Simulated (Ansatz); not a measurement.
CuO:

```
CELL_PARAMETERS angstrom
0.00000 2.32725 2.32725
2.32725 0.00000 2.32725
2.32725 2.32725 0.00000
ATOMIC_POSITIONS crystal
Cu 0.00000 0.00000 0.00000
O 0.25000 0.25000 0.25000
```

Measurements of this composition are mostly on another form, of space group No. 15.

Program: Ansatz 0.2.0. Alike in all runs: no spin polarisation; cell as given; smearing fermi-dirac 0.05 eV. Hardware: 2 threads of Arm Neoverse V1, with other jobs on the host.

Question: Order these runs on this cell by their wall time, lowest first.
A. task band structure; level PBE; potentials or basis PseudoDojo standard (PBE files); k mesh 10 × 10 × 10; cutoff (eV) 1252; points for each segment of the path 14; mesh quality not flagged
B. task band structure; level PBEsol; potentials or basis Ansatz PAW; k mesh 10 × 10 × 10; cutoff (eV) 420; points for each segment of the path 14; mesh quality not flagged
C. task single point; level PBE; potentials or basis Ansatz PAW; k mesh 6 × 6 × 6; cutoff (eV) 420; mesh quality coarse

Answer: C (0.73 s), B (3.7 s), A (10 s).

Caveats: some runs use coarse meshes; an odd number of electrons without spin polarisation forces a metal; a magnetic or distorted state may lie lower; the run has no spin polarisation, though such a crystal can be magnetic.
